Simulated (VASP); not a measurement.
# C (Fd-3m) in VASP: a series of runs

The runs below take C through relaxation of cell and atoms, with PBE.

Program: VASP 6.6.1. These are calculated values, not measurements. Logs are shortened: lines on timing, memory, paths and dates and some standing lists are left out, and cuts for length are marked.

### 1 Starting point

It takes space group Fd-3m (No. 227, cubic). Conventional cell: a = 3.567 Å, b = 3.567 Å, c = 3.567 Å, α = 90.00°, β = 90.00°, γ = 90.00°. Around C (site symmetry -43m) lie 4 C at 1.54 Å.

This isn't the form of C at room conditions, which is graphite.

### 2 Relaxation of cell and atoms, PBE

The input, INCAR:

```
SYSTEM = C
PREC = Accurate ; ENCUT = 900
EDIFF = 1E-7 ; ISMEAR = 0
SIGMA = 0.02 ; LREAL = .FALSE.
LASPH = .TRUE. ; NELM = 100
ALGO = Normal ; ISIF = 3
LWAVE = .FALSE. ; LCHARG = .FALSE.
GGA = PE ; IBRION = 2
NSW = 80 ; EDIFFG = -0.002
```

The input, KPOINTS:

```
regular mesh
0
G
  14 14 14
  0 0 0
```

The input, POSCAR:

```
C
1.0
    0.0000000000      1.7833700000      1.7833700000
    1.7833700000      0.0000000000      1.7833700000
    1.7833700000      1.7833700000      0.0000000000
C
2
Direct
    0.0000000000      0.0000000000      0.0000000000
    0.2500000000      0.2500000000      0.2500000000
```

Potentials or basis: VASP PAW PBE potentials, release 64 (C_h).

Started as:

```bash
$ cat potpaw_PBE.64/C_h/POTCAR > POTCAR
$ mpirun -np 1 vasp_std > vasp.out
```

OUTCAR:

```text
SYSTEM = C
   PREC = Accurate
   ENCUT = 900
   EDIFF = 1E-7
   ISMEAR = 0
   LREAL = .FALSE.
   LASPH = .TRUE.
   NELM = 100
   ISIF = 3
   GGA = PE
   IBRION = 2
   NSW = 80
   EDIFFG = -0.002

 ion  position               nearest neighbor table
   1  0.000  0.000  0.000-
   2  0.250  0.250  0.250-

  LATTYP: Found a face centered cubic cell.
 ALAT       =     3.5667400000

  Lattice vectors:

 A1 = (   0.0000000000,   1.7833700000,   1.7833700000)
 A2 = (   1.7833700000,   0.0000000000,   1.7833700000)
 A3 = (   1.7833700000,   1.7833700000,   0.0000000000)

Analysis of symmetry for initial positions (statically):
=====================================================================
 Subroutine PRICEL returns:
 Original cell was already a primitive cell.

 Routine SETGRP: Setting up the symmetry group for a
 face centered cubic supercell.

 Subroutine GETGRP returns: Found 48 space group operations
 (whereof 24 operations were pure point group operations)
 out of a pool of 48 trial point group operations.

The static configuration has the point symmetry T_d .
 The point group associated with its full space group is O_h .

Analysis of symmetry for dynamics (positions and initial velocities):
=====================================================================
 Subroutine PRICEL returns:
 Original cell was already a primitive cell.

 Routine SETGRP: Setting up the symmetry group for a
 face centered cubic supercell.

 Subroutine GETGRP returns: Found 48 space group operations
 (whereof 24 operations were pure point group operations)
 out of a pool of 48 trial point group operations.

The dynamic configuration has the point symmetry T_d .
 The point group associated with its full space group is O_h .

 Subroutine INISYM returns: Found 48 space group operations
 (whereof 24 operations are pure point group operations),
 and found     1 'primitive' translations

----------------------------------------------------------------------------------------

                                     Primitive cell

  volume of cell :      11.3437

  direct lattice vectors                    reciprocal lattice vectors
     0.000000000  1.783370000  1.783370000    -0.280368067  0.280368067  0.280368067
     1.783370000  0.000000000  1.783370000     0.280368067 -0.280368067  0.280368067
     1.783370000  1.783370000  0.000000000     0.280368067  0.280368067 -0.280368067

  length of vectors
     2.522066041  2.522066041  2.522066041     0.485611737  0.485611737  0.485611737

  position of ions in fractional coordinates (direct lattice)
     0.000000000  0.000000000  0.000000000
     0.250000000  0.250000000  0.250000000

  ion indices of the primitive-cell ions
   primitive index   ion index
                 1           1
                 2           2

----------------------------------------------------------------------------------------

 KPOINTS: regular mesh

Automatic generation of k-mesh.
 Grid dimensions read from file:
 generate k-points for:   14   14   14

 Generating k-lattice:

  Cartesian coordinates                     Fractional coordinates (reciprocal lattice)
    -0.020026291  0.020026291  0.020026291     0.071428571  0.000000000  0.000000000
     0.020026291 -0.020026291  0.020026291     0.000000000  0.071428571  0.000000000
     0.020026291  0.020026291 -0.020026291     0.000000000  0.000000000  0.071428571

  Length of vectors
     0.034686553  0.034686553  0.034686553

  Shift w.r.t. Gamma in fractional coordinates (k-lattice)
     0.000000000  0.000000000  0.000000000

 Subroutine IBZKPT returns following result:
 ===========================================

 Found    104 irreducible k-points:

 Following reciprocal coordinates:
            Coordinates               Weight
  0.000000  0.000000  0.000000      1.000000
  0.071429  0.000000  0.000000      8.000000
  0.142857  0.000000  0.000000      8.000000
  0.214286  0.000000  0.000000      8.000000
  0.285714  0.000000  0.000000      8.000000
  0.357143  0.000000  0.000000      8.000000
[... 16 lines left out ...]
  0.214286  0.142857  0.000000     24.000000
  0.285714  0.142857  0.000000     24.000000
 [... further k-points ...]
   k-points           NKPTS =    104   k-points in BZ     NKDIM =    104   number of bands    NBANDS=      8
   number of dos      NEDOS =    301   number of ions     NIONS =      2
   total plane-waves  NPLWV =  21952
   dimension x,y,z NGX =    28 NGY =   28 NGZ =   28
   dimension x,y,z NGXF=    56 NGYF=   56 NGZF=   56
   ions per type =               2
   NGX,Y,Z   is equivalent  to a cutoff of  18.46, 18.46, 18.46 a.u.
   NGXF,Y,Z  is equivalent  to a cutoff of  36.91, 36.91, 36.91 a.u.
 SYSTEM =  C
   PREC   = accura    normal or accurate (medium, high low for compatibility)
   ISTART =      0    job   : 0-new  1-cont  2-samecut
   ICHARG =      2    charge: 1-file 2-atom 10-const
   ISPIN  =      1    spin polarized calculation?
   LNONCOLLINEAR =      F non collinear calculations
   LSORBIT =      F    spin-orbit coupling
   LASPH  =      T    aspherical Exc in radial PAW
   ENCUT  =  900.0 eV  66.15 Ry    8.13 a.u.   6.17  6.17  6.17*2*pi/ulx,y,z
   NELM   =    100;   NELMIN=  2; NELMDL= -5     # of ELM steps
   EDIFF  = 0.1E-06   stopping-criterion for ELM
   LREAL  =      F    real-space projection
   EDIFFG = -.2E-02   stopping-criterion for IOM
   NSW    =     80    number of steps for IOM
   IBRION =      2    ionic relax: 0-MD 1-quasi-New 2-CG
   NFREE  =      1    steps in history (QN), initial steepest desc. (CG)
   ISIF   =      3    stress and relaxation
   ISYM   =      2    0-nonsym 1-usesym 2-fastsym
   POTIM  = 0.5000    time-step for ionic-motion
   TEBEG  =    0.0;   TEEND  =   0.0 temperature during run
   PSTRESS=    0.0 pullay stress
   NELECT =       8.0000    total number of electrons
   NUPDOWN=      -1.0000    fix difference up-down
   EMIN   =  10.00;   EMAX   =-10.00  energy-range for DOS
   EFERMI =   0.00;   METHOD = LEGACY
   ISMEAR =     0;   SIGMA  =   0.02  broadening in eV -4-tet -1-fermi 0-gaus
   EFERMI_NEDOS =   21; number of points for ismear=-14 and -15
   IALGO  =     38    algorithm
   IMIX   =      4    mixing-type and parameters
     AMIX     =   0.40;   BMIX     =  1.00
     AMIX_MAG =   1.60;   BMIX_MAG =  1.00
  volume/ion in A,a.u.               =       5.67        38.28
  Fermi-wavevector in a.u.,A,eV,Ry     =   1.457203  2.753714 28.891161  2.123440
  Thomas-Fermi vector in A             =   2.574032
   LORBIT       =      0    0 simple, 1 ext, 2 COOP (PROOUT), +10 PAW based schemes
   GGA     = PE    functional components
   LHFCALC =     F    Hartree Fock is set to
   AEXX    =    0.0000 exact exchange contribution
   IVDW    =     0    specifies the selected vdW correction
   LEPSILON=     F    determine dielectric tensor
   LRPA    =     F    only Hartree local field effects (RPA)
 conjugate gradient relaxation of ions
 non-spin polarized calculation
 Gauss-broadening in eV      SIGMA  =   0.02
  energy-cutoff  :      900.00
  volume of cell :       11.34
 maximum number of plane-waves:       725
 NGX is ok and might be reduce to    28
   NGX = 13   NGY = 13   NGZ = 13

--------------------------------------- Ionic step        1  -------------------------------------------

 number of electron       8.0000000 magnetization

 Free energy of the ion-electron system (eV)
  ---------------------------------------------------
  ext. energy  EPLUGINS =         0.00000000
  ---------------------------------------------------
  free energy    TOTEN  =       -18.21336449 eV

  energy without entropy =      -18.21336449  energy(sigma->0) =      -18.21336449

------------------------ aborting loop because EDIFF is reached ----------------------------------------

  FORCE on cell =-STRESS in cart. coord.  units (eV):
  Direction    XX          YY          ZZ          XY          YZ          ZX
  --------------------------------------------------------------------------------------
  -------------------------------------------------------------------------------------
  Total        0.0914544      0.0914544      0.0914544      0.0000000     -0.0000000     -0.0000000
  in kB       12.9169715     12.9169715     12.9169715      0.0000000     -0.0000000     -0.0000000
  external PRESSURE =      12.9169715 kB  Pullay stress =       0.0000000 kB

 VOLUME and BASIS-vectors are now :
 -----------------------------------------------------------------------------
  energy-cutoff  :      900.00
  volume of cell :       11.34
      direct lattice vectors                 reciprocal lattice vectors
     0.000000000  1.783370000  1.783370000    -0.280368067  0.280368067  0.280368067
     1.783370000  0.000000000  1.783370000     0.280368067 -0.280368067  0.280368067
     1.783370000  1.783370000  0.000000000     0.280368067  0.280368067 -0.280368067
[... 37 lines left out ...]
 POSITION                                       TOTAL-FORCE (eV/Angst)
 -----------------------------------------------------------------------------------
      1.78730     -0.00000      1.78730         0.000000      0.000000     -0.000000
      0.89365      0.89365      0.89365        -0.000000     -0.000000      0.000000
 -----------------------------------------------------------------------------------
    total drift:                                0.000000      0.000000      0.000000

  FREE ENERGIE OF THE ION-ELECTRON SYSTEM (eV)
  ---------------------------------------------------
  free  energy   TOTEN  =       -18.2132833615 eV

  energy  without entropy=      -18.2132833615  energy(sigma->0) =      -18.21328336

--------------------------------------- Ionic step        3  -------------------------------------------

 number of electron       8.0000000 magnetization

 Free energy of the ion-electron system (eV)
  ---------------------------------------------------
  ext. energy  EPLUGINS =         0.00000000
  ---------------------------------------------------
  free energy    TOTEN  =       -18.21349697 eV

  energy without entropy =      -18.21349697  energy(sigma->0) =      -18.21349697

 E-fermi :  11.0894     XC(G=0): -13.3621

 val. band max:       10.8943838745   @ k =   0.0000   0.0000   0.0000
 cond. band min:      15.0263801558   @ k =   0.3571   0.3571   0.0000
 fundamental gap:      4.1319962813
 Fermi energy:        11.0894012740

 k-point     1 :       0.0000    0.0000    0.0000
  band No.  band energies     occupation
      1     -10.5394      2.00000
      2      10.8944      2.00000
      3      10.8944      2.00000
      4      10.8944      2.00000
      5      16.4883      0.00000
      6      16.4883      0.00000
      7      16.4883      0.00000
      8      24.1661      0.00000

 k-point     2 :       0.0714    0.0000    0.0000
  band No.  band energies     occupation
      1     -10.3984      2.00000
      2       9.9647      2.00000
      3      10.6528      2.00000
      4      10.6528      2.00000
      5      16.8051      0.00000
      6      16.8051      0.00000
      7      17.0408      0.00000
      8      24.2894      0.00000
[... 221 lines left out ...]
 k-point    23 :       0.2143    0.1429    0.0000
  band No.  band energies     occupation
      1      -9.2771      2.00000
      2       7.0952      2.00000
      3       8.1303      2.00000
      4       8.8682      2.00000
      5      16.1393      0.00000
      6      20.1654      0.00000
      7      20.2006      0.00000
      8      23.4989      0.00000

 k-point    24 :       0.2857    0.1429    0.0000
  band No.  band energies     occupation
      1      -8.4925      2.00000
      2       4.8903      2.00000
      3       7.5895      2.00000
      4       8.3057      2.00000
      5      16.8101      0.00000
      6      20.8481      0.00000
      7      20.9542      0.00000
      8      23.2616      0.00000

 [... further k-points ...]
[... 5 lines left out ...]
  --------------------------------------------------------------------------------------
  -------------------------------------------------------------------------------------
  Total        0.0006062      0.0006062      0.0006062     -0.0000000      0.0000000      0.0000000
  in kB        0.0853663      0.0853663      0.0853663     -0.0000000      0.0000000      0.0000000
  external PRESSURE =       0.0853663 kB  Pullay stress =       0.0000000 kB

 VOLUME and BASIS-vectors are now :
 -----------------------------------------------------------------------------
  energy-cutoff  :      900.00
  volume of cell :       11.38
      direct lattice vectors                 reciprocal lattice vectors
    -0.000000000  1.785099494  1.785099494    -0.280096433  0.280096433  0.280096433
     1.785099494 -0.000000000  1.785099494     0.280096433 -0.280096433  0.280096433
     1.785099494  1.785099494 -0.000000000     0.280096433  0.280096433 -0.280096433

 POSITION                                       TOTAL-FORCE (eV/Angst)
 -----------------------------------------------------------------------------------
      0.00000      0.00000      0.00000        -0.000000      0.000000     -0.000000
      0.89255      0.89255      0.89255         0.000000     -0.000000      0.000000
 -----------------------------------------------------------------------------------
    total drift:                                0.000000      0.000000      0.000000

  FREE ENERGIE OF THE ION-ELECTRON SYSTEM (eV)
  ---------------------------------------------------
  free  energy   TOTEN  =       -18.2134969651 eV

  energy  without entropy=      -18.2134969651  energy(sigma->0) =      -18.21349697

 reached required accuracy - stopping structural energy minimisation
```

It took 21 s on 1 thread of Intel Xeon 6975P-C (Granite Rapids), shared host; peak memory 0.15 GiB.

What came out:

```yaml
Free_energy: -18.2135 eV
Relaxed_volume: 5.69 Å³/atom
Relaxed_cell: a = 2.525 Å, b = 2.525 Å, c = 2.525 Å, α = 60.00°, β = 60.00°, γ = 60.00°
Space_group_after_relaxing_to_0.05_Å: Fd-3m (No. 227)
Energy_gained_by_relaxing: 0.1 meV/atom
Ionic_steps: 3
Pressure_after_relaxing: 0.0 GPa
Band_gap_on_the_k_mesh: 4.13 eV, indirect (least direct gap 5.59 eV)
```

The path:
```csv
step,energy change (eV),largest force (eV/Å),pressure (GPa),volume (Å³)
1,0.0000,0.0000,1.29,11.34
2,0.0001,0.0000,-1.61,11.42
3,-0.0001,0.0000,0.01,11.38
```

Final structure:
```
C
1.0
     0.00000    1.78510    1.78510
     1.78510    0.00000    1.78510
     1.78510    1.78510    0.00000
C
2
Direct
  0.00000 0.00000 0.00000
  0.25000 0.25000 0.25000
```

Caveat: the cutoff is under 1.25 times the usual one of these potentials, so pressure, stress and relaxed cells hold a basis-set (Pulay) error. A k mesh can miss the band edges.

### 3 Relaxation of cell and atoms, PBE

This run uses another cell than the first one, of 5.69 Å³/atom, 1.003 times its volume.

INCAR is that of step 2.

KPOINTS is that of step 2.

The input, POSCAR:

```
C                                       
1.0
   -0.0000000000      1.7850994941      1.7850994941
    1.7850994941     -0.0000000000      1.7850994941
    1.7850994941      1.7850994941     -0.0000000000
  C             
     2
Direct
     0.0000000000000000    0.0000000000000000    0.0000000000000000
     0.2500000000000000    0.2500000000000000    0.2500000000000000
```

Potentials or basis: VASP PAW PBE potentials, release 64 (C_h).

Started as:

```bash
$ cat potpaw_PBE.64/C_h/POTCAR > POTCAR
$ mpirun -np 1 vasp_std > vasp.out
```

OUTCAR:

```text
SYSTEM = C
   PREC = Accurate
   ENCUT = 900
   EDIFF = 1E-7
   ISMEAR = 0
   LREAL = .FALSE.
   LASPH = .TRUE.
   NELM = 100
   ISIF = 3
   GGA = PE
   IBRION = 2
   NSW = 80
   EDIFFG = -0.002

 ion  position               nearest neighbor table
   1  0.000  0.000  0.000-
   2  0.250  0.250  0.250-

  LATTYP: Found a face centered cubic cell.
 ALAT       =     3.5701989882

  Lattice vectors:

 A1 = (   0.0000000000,   1.7850994941,   1.7850994941)
[... 447 lines left out ...]
      4       8.3057      2.00000
      5      16.8101      0.00000
      6      20.8482      0.00000
      7      20.9543      0.00000
      8      23.2617      0.00000

 [... further k-points ...]
[... 5 lines left out ...]
  --------------------------------------------------------------------------------------
  -------------------------------------------------------------------------------------
  Total        0.0015728      0.0015728      0.0015728      0.0000000      0.0000000     -0.0000000
  in kB        0.2214908      0.2214908      0.2214908      0.0000000      0.0000000     -0.0000000
  external PRESSURE =       0.2214908 kB  Pullay stress =       0.0000000 kB

 VOLUME and BASIS-vectors are now :
 -----------------------------------------------------------------------------
  energy-cutoff  :      900.00
  volume of cell :       11.38
      direct lattice vectors                 reciprocal lattice vectors
     0.000000000  1.785099494  1.785099494    -0.280096433  0.280096433  0.280096433
     1.785099494  0.000000000  1.785099494     0.280096433 -0.280096433  0.280096433
     1.785099494  1.785099494  0.000000000     0.280096433  0.280096433 -0.280096433

 POSITION                                       TOTAL-FORCE (eV/Angst)
 -----------------------------------------------------------------------------------
      0.00000      0.00000      0.00000        -0.000000     -0.000000      0.000000
      0.89255      0.89255      0.89255         0.000000      0.000000     -0.000000
 -----------------------------------------------------------------------------------
    total drift:                                0.000000      0.000000     -0.000000

  FREE ENERGIE OF THE ION-ELECTRON SYSTEM (eV)
  ---------------------------------------------------
  free  energy   TOTEN  =       -18.2136338624 eV

  energy  without entropy=      -18.2136338624  energy(sigma->0) =      -18.21363386

 reached required accuracy - stopping structural energy minimisation
```

OSZICAR:

```text
N       E                     dE             d eps       ncg     rms          rms(c)
DAV:   1     0.147030713879E+02    0.14703E+02   -0.70075E+03  1672   0.152E+03
DAV:   2    -0.183105853050E+02   -0.33014E+02   -0.31133E+02  2640   0.164E+02
DAV:   3    -0.188258972532E+02   -0.51531E+00   -0.51531E+00  1848   0.265E+01
DAV:   4    -0.188267430601E+02   -0.84581E-03   -0.84581E-03  2464   0.109E+00
DAV:   5    -0.188267435140E+02   -0.45389E-06   -0.45388E-06  1832   0.187E-02    0.477E+00
DAV:   6    -0.183677933417E+02    0.45895E+00   -0.34697E-01  1960   0.474E+00    0.263E+00
DAV:   7    -0.182121388908E+02    0.15565E+00   -0.38968E-01  2152   0.509E+00    0.355E-01
DAV:   8    -0.182135842353E+02   -0.14453E-02   -0.29978E-03  1816   0.821E-01    0.438E-02
DAV:   9    -0.182136224326E+02   -0.38197E-04   -0.11533E-04  2440   0.107E-01    0.155E-02
DAV:  10    -0.182136338962E+02   -0.11464E-04   -0.13135E-05  1696   0.434E-02    0.994E-04
DAV:  11    -0.182136338624E+02    0.33749E-07   -0.57655E-08  2376   0.300E-03
   1 F= -.18213634E+02 E0= -.18213634E+02  d E =-.182136E+02
```

CONTCAR:

```text
C
   1.00000000000000
     0.0000000000000000    1.7850994941000000    1.7850994941000000
     1.7850994941000000    0.0000000000000000    1.7850994941000000
     1.7850994941000000    1.7850994941000000    0.0000000000000000
  C
     2
Direct
     0.0000000000000000    0.0000000000000000    0.0000000000000000
     0.2500000000000000    0.2500000000000000    0.2500000000000000

  0.00000000E+00  0.00000000E+00  0.00000000E+00
  0.00000000E+00  0.00000000E+00  0.00000000E+00
```

It took 11 s on 1 thread of Intel Xeon 6975P-C (Granite Rapids), shared host; peak memory 0.15 GiB.

Results:

- Free energy: -18.2136 eV
- Pressure after relaxing: 0.0 GPa
- Band gap on the k mesh: 4.13 eV, indirect (least direct gap 5.59 eV)

Final structure:
```
C
1.0
     0.00000    1.78510    1.78510
     1.78510    0.00000    1.78510
     1.78510    1.78510    0.00000
C
2
Direct
  0.00000 0.00000 0.00000
  0.25000 0.25000 0.25000
```

Levels at points of the mesh, in eV from the valence-band top:
```tsv
k point	band 1	band 2	band 3	band 4	band 5	band 6	band 7	band 8
(0.00, 0.00, 0.00)	-21.43	0.00	0.00	0.00	5.59	5.59	5.59	13.27
(0.50, 0.00, 0.00)	-15.68	-13.34	-2.79	-2.79	8.46	8.46	8.82	15.68
(0.50, 0.50, 0.00)	-12.74	-12.74	-6.28	-6.28	4.76	4.76	16.77	16.77
```

Caveat: the cutoff is under 1.25 times the usual one of these potentials, so pressure, stress and relaxed cells hold a basis-set (Pulay) error; the relaxation stopped at its first step, so nothing moved.
